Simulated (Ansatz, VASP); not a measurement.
# One calculation of KBr, two programs

The input INCAR:

```
  PREC = Accurate
  ENCUT = 520
  EDIFF = 1E-6
  ISMEAR = 0
  SIGMA = 0.05
  LREAL = F
  LASPH = T
  NELM = 80
  ALGO = Normal
  ISIF = 2
  LWAVE = F
  LCHARG = T
  GGA = PE
  LELF = T
  LVHAR = T
  NBANDS = 15
```

The input KPOINTS:

```
Automatic mesh
0
Gamma
  6 6 6
```

File POSCAR:

```
KBr
1.0
    4.0434990000      0.0000000000      0.0000000000
    0.0000000000      4.0434990000      0.0000000000
    0.0000000000      0.0000000000      4.0434990000
K Br
1 1
Direct
   -0.0927414598      0.0000000000      0.0000000000
    0.5000000000      0.5000000000      0.5000000000
```

Input for Ansatz:

```yaml
crystal:
  lattice:
    - [4.043499, 0.0, 0.0]
    - [0.0, 4.043499, 0.0]
    - [0.0, 0.0, 4.043499]
  atoms:
    - { symbol: K, position: [-0.0927414598, 0.0, 0.0] }
    - { symbol: Br, position: [0.5, 0.5, 0.5] }
basis:
  ecutwfc: 420
kpoints:
  mp_grid: { grid: [6, 6, 6] }
hamiltonian:
  xc: pbe
scf:
  occupations: { method: gaussian, width: 0.05 }
output:
  forces: true
  stress: true
  eigenvalues: true
```

Change from the starting cell: all K atoms moved +0.375 Å, as atom 1 towards its neighbour atom 1 (K) at 4.043 Å.

Alike in both runs: task single point; functional PBE; k mesh 6 × 6 × 6; occupations gaussian, width 0.05 eV; no spin polarisation.

```csv
,VASP,Ansatz
version,VASP 6.6.1,Ansatz 0.2.0
potentials or method,"VASP PAW PBE potentials, release 64 (K_sv, Br)","scalar-relativistic, plane waves, PAW"
plane-wave cutoff (eV),520,420
valence electrons in the cell,16,16
```

|  | VASP | Ansatz | Ansatz less VASP |
| --- | --- | --- | --- |
| gap on the k mesh at the Fermi level (eV) | 3.90 | 3.90 | +0.001 |
| least direct gap on the mesh (eV) | 4.16 | 4.17 | +0.001 |
| pressure (GPa) | 0.6 | 0.6 | -0.04 |
| largest component of the traceless stress (GPa) | 0.12 | 0.11 | -0.007 |
| rms of the force components (eV/Å) | 0.126 | 0.123 | -0.0024 |

Atom by atom the forces differ by 0.002 eV/Å (rms over components).

A k mesh can miss the band edges.
